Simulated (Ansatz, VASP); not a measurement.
# Rb in VASP and in Ansatz

```xyz
2
Lattice="3.7858 0.0000 0.0000 -1.8929 3.2786 0.0000 0.0000 0.0000 6.2549" Properties=species:S:1:pos:R:3 pbc="T T T"
Rb    0.0000    2.1857    1.5637
Rb    1.8929    1.0929    4.6912
```

Alike in both runs: functional PBE; k mesh 12 × 12 × 7; occupations fermi-dirac, width 0.08 eV; no spin polarisation.

Ansatz relaxed the structure, and its values are those at the end. VASP's run is a single point on that final structure, the one shown.

|  | VASP | Ansatz |
| --- | --- | --- |
| version | VASP 6.6.1 | Ansatz 0.2.0 |
| potentials or method | VASP PAW PBE potentials, release 64 (Rb_sv), cutoff 520 eV | all-electron LAPW, scalar-relativistic |

```csv
,VASP,Ansatz,Ansatz less VASP
pressure (GPa),10.0,10.0,-0.01
```

Ansatz ran all-electron here, so the differences hold the error of VASP's frozen core and of both bases.
